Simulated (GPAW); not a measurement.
# Ge (Fd-3m) in GPAW: further runs

Aim: see how the results for Ge move with the level of theory and the settings. Levels: BEEF-vdW, revPBE+D4. Tasks: equation of state.

Everything below comes from runs of GPAW 26.7.0. Logs are shortened: lines on timing, memory, paths and dates and some standing lists are left out, and cuts for length are marked. The log counts tension as positive stress, the text compression.

**Experimental background.**

“Sub-monolayer structures of Ag overlayers on Ge(111): experimental observations and first-principles study”, 2019, arxiv:1908.00180 quotes, for a bulk crystal of Ge: bulk modulus 75.8 GPa.

The runs below are set against these values where they give the same quantity.

**1. The crystal as given**

Symmetry: Fd-3m, No. 227, cubic system. Conventional cell: a = 5.658 Å, b = 5.658 Å, c = 5.658 Å, α = 90.00°, β = 90.00°, γ = 90.00°. Ge (site symmetry -43m) is surrounded by 4 Ge at 2.45 Å.

**2. Equation of state, BEEF-vdW**

Input file run.py:

```python
from ase.eos import EquationOfState
from ase.io import Trajectory, read
from ase.units import GPa
from gpaw import GPAW, PW

atoms = read('Ge.cif')

traj = Trajectory('eos.traj', 'w')
volumes, energies = [], []
for x in [0.94, 0.96, 0.98, 1.0, 1.02, 1.04, 1.06]:
    a = atoms.copy()
    a.set_cell(atoms.cell * x**(1 / 3), scale_atoms=True)
    calc = GPAW(mode=PW(600),
                xc={'name': 'BEEF-vdW', 'backend': 'libvdwxc'},
                kpts={'size': (8, 8, 8), 'gamma': True},
                occupations={'name': 'fermi-dirac', 'width': 0.05},
                nbands=11,
                convergence={'density': 1e-05, 'energy': 1e-05},
                maxiter=150,
                txt=f'eos-{x:.2f}.txt')
    a.calc = calc
    energies.append(a.get_potential_energy(force_consistent=True))
    volumes.append(a.get_volume())
    calc.write(f'eos-{x:.2f}.gpw')
    traj.write(a)
    print(f'{x:.2f} {volumes[-1]:10.4f} A^3 {energies[-1]:14.6f} eV', flush=True)

v0, e0, B = EquationOfState(volumes, energies, eos='birchmurnaghan').fit()
print(f'V0 = {v0:.4f} A^3, E0 = {e0:.6f} eV, B0 = {B / GPa:.2f} GPa')
```

Input file Ge.cif:

```cif
data_Ge
_cell_length_a 4.00068289
_cell_length_b 4.00068289
_cell_length_c 4.00068289
_cell_angle_alpha 60.00000000
_cell_angle_beta 60.00000000
_cell_angle_gamma 60.00000000
_space_group_name_H-M_alt 'P1'
_space_group_name_Hall 'P 1'
_space_group_IT_number 1
loop_
_space_group_symop_operation_xyz
'x,y,z'
loop_
_atom_site_label
_atom_site_type_symbol
_atom_site_symmetry_multiplicity
_atom_site_Wyckoff_symbol
_atom_site_fract_x
_atom_site_fract_y
_atom_site_fract_z
_atom_site_occupancy
Ge1 Ge 1 a 0.7500000000 0.7500000000 0.7500000000 1
Ge2 Ge 1 a 0.5000000000 0.5000000000 0.5000000000 1
```

Potentials or basis: GPAW PAW data sets (gpaw-data 1.2.1), pw.

Started as:

```
> OMP_NUM_THREADS=1 python run.py
```

The program printed:

```text
__  _  _
 | _ |_)|_||  |
 |__||  | ||/\| - 26.7.0

Input parameters:
  mode=PW(ecut=600.0),
  convergence={'density': 1e-05, 'energy': 1e-05},
  kpts=MonkhorstPack(size=(8, 8, 8), gamma=True),
  maxiter=150,
  nbands=11,
  occupations=Occupations(name='fermi-dirac', width=0.05),
  xc=XC(name='BEEF-vdW', backend='libvdwxc')

Diagonalizing LCAO Hamiltonian
Converting LCAO to pw mode

             Ge
       Ge

Atoms  # Å, Bohr magnetons
|   | symbol |        x |        y |        z |    initial magnetic moments |
|---|--------|----------|----------|----------|-----------------------------|
| 0 |     Ge | 5.878520 | 3.393965 | 2.399896 | ( 0.0000,  0.0000,  0.0000) |
| 1 |     Ge | 3.919013 | 2.262643 | 1.599931 | ( 0.0000,  0.0000,  0.0000) |

Unit cell  # Å
| periodic |        x |        y |        z |  lengths |    angles |
|----------|----------|----------|----------|----------|-----------|
|      yes | 3.919013 | 0.000000 | 0.000000 | 3.919013 | 60.000000 |
|      yes | 1.959507 | 3.393965 | 0.000000 | 3.919013 | 60.000000 |
|      yes | 1.959507 | 1.131322 | 3.199861 | 3.919013 | 60.000000 |

Number of symmetries: 24
Symmetry operations  # r_c * U_cc + t_c -> r_c
|    | kind |            matrix            |
|----|------|------------------------------|
|  0 |  E   |  1, 0, 0,  0, 1, 0,  0, 0, 1 |
|  1 |  σ   |  1, 0, 0,  0, 0, 1,  0, 1, 0 |
|  2 |  σ   |  1, 0,-1,  0, 1,-1,  0, 0,-1 |
|  3 |  C3  |  1, 0,-1,  0, 0,-1,  0, 1,-1 |
|  4 |  C3  |  1,-1, 0,  0,-1, 1,  0,-1, 0 |
|  5 |  σ   |  1,-1, 0,  0,-1, 0,  0,-1, 1 |
|  6 |  σ   |  0, 1, 0,  1, 0, 0,  0, 0, 1 |
|  7 |  C3  |  0, 1, 0,  0, 0, 1,  1, 0, 0 |
|  8 |  C2  |  0, 1,-1,  1, 0,-1,  0, 0,-1 |
|  9 |  S4  |  0, 1,-1,  0, 0,-1,  1, 0,-1 |
| 10 |  C3  |  0, 0, 1,  1, 0, 0,  0, 1, 0 |
| 11 |  σ   |  0, 0, 1,  0, 1, 0,  1, 0, 0 |
| 12 |  S4  |  0, 0,-1,  1, 0,-1,  0, 1,-1 |
| 13 |  C3  |  0, 0,-1,  0, 1,-1,  1, 0,-1 |
| 14 |  S4  |  0,-1, 1,  1,-1, 0,  0,-1, 0 |
| 15 |  C2  |  0,-1, 1,  0,-1, 0,  1,-1, 0 |
| 16 |  C3  |  0,-1, 0,  1,-1, 0,  0,-1, 1 |
| 17 |  S4  |  0,-1, 0,  0,-1, 1,  1,-1, 0 |
| 18 |  S4  | -1, 1, 0, -1, 0, 1, -1, 0, 0 |
| 19 |  C3  | -1, 1, 0, -1, 0, 0, -1, 0, 1 |
| 20 |  C3  | -1, 0, 1, -1, 1, 0, -1, 0, 0 |
| 21 |  S4  | -1, 0, 1, -1, 0, 0, -1, 1, 0 |
| 22 |  σ   | -1, 0, 0, -1, 1, 0, -1, 0, 1 |
| 23 |  C2  | -1, 0, 0, -1, 0, 1, -1, 1, 0 |

BZ-sampling:
  Number of BZ points: 512
  Number of IBZ points: 29

  Monkhorst-Pack size: [8, 8, 8]
  Monkhorst-Pack shift: [0.0625, 0.0625, 0.0625]

K-points  # in reciprocal-cell coordinates
|     |                                coordinates |     weight |
|-----|--------------------------------------------|------------|
|   0 | (  0.00000000,   0.00000000,   0.00000000) | 0.00195312 |
|   1 | (  0.12500000,   0.12500000,   0.00000000) | 0.01171875 |
|   2 | (  0.12500000,   0.12500000,   0.12500000) | 0.01562500 |
|   3 | (  0.25000000,   0.12500000,   0.12500000) | 0.02343750 |
|   4 | (  0.25000000,   0.25000000,   0.00000000) | 0.01171875 |
|   5 | (  0.25000000,   0.25000000,   0.12500000) | 0.04687500 |
|   6 | (  0.25000000,   0.25000000,   0.25000000) | 0.01562500 |
|   7 | (  0.37500000,   0.25000000,  -0.37500000) | 0.04687500 |
|   8 | (  0.37500000,   0.25000000,   0.12500000) | 0.04687500 |
|   9 | (  0.37500000,   0.25000000,   0.25000000) | 0.04687500 |
| ... |                                            |            |
|  28 | (  0.50000000,   0.50000000,   0.50000000) | 0.00781250 |

Plane wave coefficients: 1433
Cutoff: 600.0 eV

Spin-components: 1 (collinear spins)
Bands:           11
Projectors:      10
Spin-degeneracy: 2
Datatype:        complex128

Parallelization:
  kpt:    1
  domain: 1
  band:   1

Density:
  Valence electrons: 8.0
  Components: 1
  Grid points: [24 24 24]
  Charge: 0.0  # |e|

Potential:
  Grid points: [24 24 24]

species:
  Ge:
    name:    Germanium
    Z:       32.0
    valence: 4
    core:    28
    charge:  0.0  # [|e|]
    compensation charges:
      type: gauss
      rc: 0.32  # [Å]
      lmax: 2
    cutoffs:
      filter: 1.77  # [Å]
      core: 3.42  # [Å]
    projectors
    | kind |    occ | energy [eV] | rcut [Å] |
    |------|--------|-------------|----------|
    |   4s |  2.000 |     -11.726 |    1.005 |
    |   4p |  2.000 |      -3.896 |    1.005 |
    |    s |        |      15.485 |    1.005 |
    |    p |        |      23.315 |    1.005 |
    |    d |        |       0.000 |    1.005 |

    Using partial waves for Ge as LCAO basis

Reference energy: -114195.275705  # eV

eigensolver:
  PPCG
  Converge bands: occupied
  niter=2

density mixing:
  MSR1-Mixer
  Pratt-step length: 0.05
  Maximum mixing coefficient: 0.75
  Old densities: 10
  SVD Regularization: 0.005
  Good broyden scale: 1.0
  Trust region scale: 1.0
  Backstep threshold: 4.0
  History deletion threshold: 6.0
  Fourier metric: weight=20.0, sigma=0.015

occupation numbers:
  Fermi-Dirac:
    width: 0.0500  # eV

poisson solver:
  ecut: 4800.0  # eV

xc functional:
  name: vdW-BEEF with libvdwxc
  Mode: serial
  Semilocal: BEEVDW with 2 nearest neighbor stencil
  Corresponding non-local functional: vdW-DF2
  Local blocksize: 48 x 48 x 48
  PAW datasets: PBE

convergence criteria:
- Maximum integral of absolute [dens]ity change: 1e-05 electrons / valence electron
- Maximum [total energy] change in last 3 cyles: 1e-05 eV / valence electron
- Maximum integral of absolute [eigenst]ate change: 4e-08 eV^2 / valence electron
maximum number of iterations: 150

SCF iterations
|iter     | |      energy | eigst |  dens |
|---------|-|-------------|-------|-------|
|iter:   1| | -174.657438 | -0.41 |       |
|iter:   2| | -174.653783 | -2.67 | -0.89 |
|iter:   3| | -174.632563 | -2.38 | -0.92 |
|iter:   4| | -174.634943 | -3.52 | -1.49 |
|iter:   5| | -174.635128 | -4.88 | -2.39 |
|iter:   6| | -174.635139 | -6.69 | -3.11 |
|iter:   7| | -174.635141c| -7.42c| -3.64 |
|iter:   8| | -174.635141c| -7.85c| -4.82 |
|iter:   9| | -174.635141c| -8.36c| -5.46c|

Converged in 9 steps
Energy contributions relative to reference atoms: (reference = -114195.275705)

Energy contributions:
  Kinetic:          40.317570
  Coulomb:         -35.602536
  Zero:              0.040396
  External:          0.000000
  Xc:             -179.390528
  Entropy:          -0.000084
  Spinorbit:         0.000000
  ----------------------------
  Free energy:    -174.635183
  Extrapolated:   -174.635141

dipole moment: (5.245049, 3.028230, 2.141282)  # |e|*Ang

Fermi level: 6.724
Eigenvalues  # (at kpt = [0.000, 0.000, 0.000])
| band index |      eig [eV] | occ [0-2] |
|------------|---------------|-----------|
|          0 |        -6.694 |     2.000 |
|          1 |         6.503 |     1.976 |
|          2 |         6.503 |     1.976 |
|          3 |         6.503 |     1.976 |
|          4 |         7.184 |     0.000 |
|          5 |         9.132 |     0.000 |
|          6 |         9.132 |     0.000 |
|          7 |         9.132 |     0.000 |
|          8 |        13.353 |     0.000 |
|          9 |        16.022 |     0.000 |
|         10 |        16.024 |     0.000 |

Gap: 0.467 eV
Transition (v -> c):
  (s=0, k=0, n=3, [0.00, 0.00, 0.00]) -> (s=0, k=28, n=4, [0.50, 0.50, 0.50])
Direct/indirect transitions are different
Direct gap: 0.681 eV
Transition at: (s=0, k=0, n=3, [0.00, 0.00, 0.00])
# Writing to eos-0.94.gpw (mode='')
```

eos-0.96.txt:

```text
SCF iterations
|iter     | |      energy | eigst |  dens |
|---------|-|-------------|-------|-------|
|iter:   1| | -174.704891 | -0.41 |       |
|iter:   2| | -174.702373 | -2.67 | -0.90 |
|iter:   3| | -174.685430 | -2.39 | -0.92 |
|iter:   4| | -174.687746 | -3.52 | -1.49 |
[... 32 lines left out ...]
|          5 |         8.888 |     0.000 |
|          6 |         8.888 |     0.000 |
|          7 |         8.888 |     0.000 |
|          8 |        13.053 |     0.000 |
|          9 |        15.739 |     0.000 |
|         10 |        15.740 |     0.000 |

Gap: 0.394 eV
Transition (v -> c):
  (s=0, k=0, n=3, [0.00, 0.00, 0.00]) -> (s=0, k=28, n=4, [0.50, 0.50, 0.50])
Direct/indirect transitions are different
Direct gap: 0.473 eV
Transition at: (s=0, k=0, n=3, [0.00, 0.00, 0.00])
# Writing to eos-0.96.gpw (mode='')
```

It took 80 s on 1 thread of AMD EPYC 7R43 (Zen 3), shared host; peak memory 0.31 GiB.

Results:

```yaml
Equilibrium_volume: "24.36 Å³/atom (rough: see the caveat)"
Bulk_modulus: 52 GPa (rough)
```

Energy against volume, from the lowest point:
```tsv
volume (Å³/atom)	energy (meV/atom)
21.281	85.46
21.733	59.04
22.186	38.30
22.639	22.60
23.092	11.28
23.545	3.94
23.997	0.00
```

Caveat: the minimum lies outside the volumes run; the PAW data sets were made with another functional, which shifts forces and pressure a little.

**3. Equation of state, revPBE+D4**

Input file run.py:

```python
from ase.calculators.mixing import SumCalculator
from ase.eos import EquationOfState
from ase.io import Trajectory, read
from ase.units import GPa
from dftd4.ase import DFTD4
from gpaw import GPAW, PW

atoms = read('Ge.xyz')

traj = Trajectory('eos.traj', 'w')
volumes, energies = [], []
for x in [0.94, 0.96, 0.98, 1.0, 1.02, 1.04, 1.06]:
    a = atoms.copy()
    a.set_cell(atoms.cell * x**(1 / 3), scale_atoms=True)
    calc = GPAW(mode=PW(600),
                xc='revPBE',
                kpts={'size': (8, 8, 8), 'gamma': True},
                occupations={'name': 'fermi-dirac', 'width': 0.05},
                nbands=11,
                convergence={'density': 1e-05, 'energy': 1e-05},
                maxiter=150,
                txt=f'eos-{x:.2f}.txt')
    a.calc = SumCalculator([calc, DFTD4(method='revpbe')])
    energies.append(a.get_potential_energy())
    volumes.append(a.get_volume())
    p = -a.get_stress()[:3].mean() / GPa
    calc.write(f'eos-{x:.2f}.gpw')
    traj.write(a)
    print(f'{x:.2f} {volumes[-1]:10.4f} A^3 {energies[-1]:14.6f} eV {p:9.3f} GPa', flush=True)

v0, e0, B = EquationOfState(volumes, energies, eos='birchmurnaghan').fit()
print(f'V0 = {v0:.4f} A^3, E0 = {e0:.6f} eV, B0 = {B / GPa:.2f} GPa')
```

Input file Ge.xyz:

```xyz
2
Lattice="0.0000000000 2.8289100000 2.8289100000 2.8289100000 0.0000000000 2.8289100000 2.8289100000 2.8289100000 0.0000000000" Properties=species:S:1:pos:R:3 pbc="T T T"
Ge     4.2433650000      4.2433650000      4.2433650000
Ge     2.8289100000      2.8289100000      2.8289100000
```

Potentials or basis: the program's PAW data sets (release 1.2.1) made for this functional, pw.

Started as:

```
> OMP_NUM_THREADS=1 python run.py
```

Wall time 76 s (1 thread of AMD EPYC 7R43 (Zen 3), shared host); peak memory 0.24 GiB.

It converged, with:

| Quantity | Value |
| --- | --- |
| Equilibrium volume | 23.03 Å³/atom |
| Bulk modulus | 66 GPa |
| Pressure derivative of the bulk modulus | 5.7 |

Energy against volume, from the lowest point:
```
volume (Å³/atom)  energy (meV/atom)
          21.281              32.29
          21.733              16.89
          22.186               6.77
          22.639               1.36
          23.092               0.00
          23.545               2.17
          23.997               7.57
```

**4. How close it comes**

Step 3. A measured bulk modulus of Ge is 75.8 GPa (quoted in “Sub-monolayer structures of Ag overlayers on Ge(111): experimental observations and first-principles study”, 2019, arxiv:1908.00180); the calculated 66 GPa misses it by -13.5 %. The fit is for a static lattice scaled at fixed shape and fixed fractional positions. The cell as given is a measured one (22.64 Å³/atom); revPBE+D4 puts the equilibrium volume +1.7 % from it, thermal expansion not counted.
